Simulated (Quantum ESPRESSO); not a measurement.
GaP in Quantum ESPRESSO: convergence with SCF threshold

The system is GaP.

```
Ga P
1.0
     0.00000    2.72525    2.72525
     2.72525    0.00000    2.72525
     2.72525    2.72525    0.00000
Ga P
1 1
Direct
  0.00000 0.00000 0.00000
  0.75000 0.75000 0.75000
```

```yaml
Program: Quantum ESPRESSO 7.5
Task: single point
Functional: PBEsol
Potentials_or_basis: GBRV 1.5 PBEsol
Cutoff: 612 eV
Density_cutoff: 4898 eV
k_mesh: 8 × 8 × 8
Occupations: methfessel-paxton, width 0.1 eV
Spin: no spin polarisation
```

These are the settings of the first run; the series varies SCF threshold, with any setting tied to it.

Hardware: 1 thread of Arm Neoverse V1 (shared host).

| SCF threshold | energy less the tightest run, at zero smearing (meV/atom) | pressure (GPa) | gap on the mesh (eV) | SCF cycles | CPU time (s) | peak memory (GiB) |
| --- | --- | --- | --- | --- | --- | --- |
| 0.001 Ry | 1.23 | -14.99 | 1.523 | 5 | 10 | 0.15 |
| 0.0001 Ry | 0.35 | -21.35 | 1.523 | 6 | 12 | 0.15 |
| 1e-05 Ry | 0.01 | 2.30 | 1.519 | 7 | 13 | 0.15 |
| 1e-06 Ry | 0.00 | 0.85 | 1.518 | 8 | 15 | 0.15 |
| 1e-07 Ry | 0.00 | -1.38 | 1.518 | 9 | 16 | 0.15 |
| 1e-08 Ry | 0.00 | -1.13 | 1.518 | 10 | 17 | 0.15 |
| 1e-10 Ry | 0.00 | -0.98 | 1.518 | 12 | 20 | 0.15 |
| 1e-12 Ry | 0.00 | -0.98 | 1.518 | 13 | 21 | 0.15 |

Against the tightest run, the energy stays within 1 meV/atom from 0.0001 Ry on; the pressure stays within 0.1 GPa from 1e-10 Ry on; the gap on the mesh stays within 0.01 eV from 0.001 Ry on. The tightest run that finished is the yardstick and may itself not be fully converged.

Caveat, for the tightest run too: this smearing can shift energies of a crystal with a gap.
